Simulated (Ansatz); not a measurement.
WC: checking dH/dP = V

All numbers below come from Ansatz, DFT r2SCAN, scalar-relativistic, plane waves, PAW. Settings: 500 eV cutoff, 18×18×14 k-mesh, Gaussian smearing of 0.10 eV, no spin polarisation.

Starting point, cell and atoms relaxed:

```
CELL_PARAMETERS angstrom
2.91210 0.00000 0.00000
-1.45605 2.52195 0.00000
0.00000 0.00000 2.83619
ATOMIC_POSITIONS crystal
W 0.00000 0.00000 0.00000
C 0.66667 0.33333 0.50000
```

Cell and atoms were relaxed at each target pressure within the start's symmetry (P-6m2), at zero temperature; other phases can be more stable under pressure. H = E + PV with P the target; E is the free energy at the smearing used, whose derivative the pressure is, per atom and counted from zero pressure. The mesh named is that at zero pressure; some other pressures ran on another.

Spin–orbit coupling is left out, which can shift energies with elements as heavy as these.

| P (GPa) | V (Å³/atom) | E − E0 (meV) | H − H0 (meV) |
| --- | --- | --- | --- |
| 0 | 10.415 | 0.0 | 0.0 |
| 1 | 10.389 | 0.1 | 64.9 |
| 4 | 10.313 | 1.3 | 258.7 |
| 12 | 10.125 | 10.6 | 768.9 |
| 25 | 9.853 | 41.7 | 1579.1 |
| 50 | 9.414 | 143.2 | 3080.9 |
| 90 | 8.868 | 378.7 | 5360.3 |

Question: Thermodynamics gives dH/dP = V along a relaxed path. Integrate V over P by the trapezoid rule and compare with the computed enthalpies.

Answer: With 1 eV/Å³ = 160.22 GPa, each step adds the mean volume times ΔP / 160.22:
| P (GPa) | ∫V dP (meV) | H − H0 (meV) | difference (meV) |
| --- | --- | --- | --- |
| 1 | 64.9 | 64.9 | 0.0 |
| 4 | 258.7 | 258.7 | 0.0 |
| 12 | 769.0 | 768.9 | 0.1 |
| 25 | 1579.5 | 1579.1 | 0.4 |
| 50 | 3082.6 | 3080.9 | 1.7 |
| 90 | 5364.8 | 5360.3 | 4.5 |

V(P) curves upward, so the trapezoid rule runs high; integrating a smooth curve through the same points puts that excess at about 4.8 meV at 90 GPa, against the 4.5 meV found.

Question: At 90 GPa, how much of the enthalpy change is stored energy and how much is the PV term?

Answer: E rises by 379 meV/atom and PV is 90 × 8.868 / 160.22 = 4982 meV/atom, so PV makes 93 % of ΔH. So between rival structures at high pressure a small difference in volume can outweigh the difference in energy: 1 % of this volume is worth 49.8 meV/atom at this pressure.

Question: What bulk modulus do the lowest pressures give, and how is the compression shared among the axes?

Answer: From the pressures that the runs reached, -1.00 GPa (10.441 Å³) and 1.00 GPa (10.389 Å³), B = −ΔP/Δln V = 2.00 / 0.0050 = 401 GPa, a mean over that range. The linear compressibilities −Δln(length)/ΔP are 0.90 along a, 0.90 along b, 0.69 along c (in TPa⁻¹). With fixed angles they add up to 1/B: 2.50 against 2.50. Softest: a and b, at 36 % of the volume change per axis.